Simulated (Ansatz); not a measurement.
Input and output of a single-point calculation on ZnO in the rocksalt structure (the plane-wave code Ansatz, r2SCAN). The cell was relaxed with r2SCAN and then strained (uniaxial -5.9 % along x, other directions held), with the atoms relaxed again with r2SCAN; k points keep the names of the unstrained zone.

```yaml
crystal:
  lattice:
    - [0.0, 2.1337703963, 2.1337703963]
    - [2.0078779429, 0.0, 2.1337703963]
    - [2.0078779429, 2.1337703963, 0.0]
  atoms:
    - { symbol: Zn, position: [0.0, 0.0, 0.0] }
    - { symbol: O, position: [0.5, 0.5, 0.5] }
kpoints:
  mp_grid: { grid: [10, 10, 10] }
  band_path:
    path:
      - [0.0, 0.0, 0.0]
      - [0.5, 0.0, 0.5]
      - [0.625, 0.25, 0.625]
      - [0.375, 0.375, 0.75]
      - [0.5, 0.5, 0.5]
      - [0.5, 0.25, 0.75]
    npoints: 1
hamiltonian:
  xc: r2scan
scf:
  occupations: { method: fixed }
  n_extra_bands: 4
output:
  forces: true
  stress: true
  eigenvalues: true
```

Some lines of the output have been replaced by numbered gaps.
```
scf.n_extra_bands = 4 over 9 filled bands (N_el = 18.0): the run solves 13 bands
Pseudopotential: Zn, paw, valence charge 12, recommended cutoff 500 eV (meta_gga)
Pseudopotential: O, paw, valence charge 6, recommended cutoff 500 eV (meta_gga)
Functional definition: r2SCAN
Crystal: 2 atoms, lattice volume = 18.284 Å³
[1]
[2]
Free energy (F): -3894.650064 eV
[3]
--- Stress (GPa, compression-positive) ---
[4]
--- Band table (eV; the first three rows and the last of 102) ---
[5]
```

The rows of the band table are 0: (0, 0, 0) = Γ, 1: (0, 0, 0.100), 2: (0, 0, 0.200), 101: (-1/2, 0.200, -0.300).

**Question.** Fill in the blanks. They hold the stress, the Fermi energy and the band table, cutoff and plane waves at Γ, the symmetry found.

**Answer.**
```
[1]
Basis set: ecut = 500 eV, 483 PW (Γ)
[2]
Symmetry: 16 space group operations
Space group: I4/mmm (ITA 139)
[3]
Fermi energy:    11.143908 eV
[4]
       22.126360       0.000000       0.000000
        0.000000      11.120172       0.000000
        0.000000       0.000000      11.120172
  P = ⅓ Tr σ = 14.7889 GPa (147.889 kbar)
[5]
  k-point 0: bands = […, 5.9159, 6.0127, 6.1346, 8.9954, 9.3329, 9.3329, 12.8574, 30.0768, 30.0768, 30.3086]
  k-point 1: bands = […, 5.8607, 5.9458, 5.9902, 8.4498, 9.4070, 9.5070, 13.7154, 27.2275, 29.2363, 29.9792]
  k-point 2: bands = […, 5.4364, 6.0398, 6.0416, 7.5096, 9.9038, 9.9557, 15.2331, 24.5543, 27.4594, 28.8202]
  k-point 101: bands = […, 4.9406, 6.3879, 6.5761, 7.2645, 7.7536, 8.6912, 19.1314, 22.4112, 22.4233, 25.8332]
```
Only the leading digits can be foreseen; the rest is this run's record.

No spin polarisation. The prototype was imposed, so other structures may be more stable.
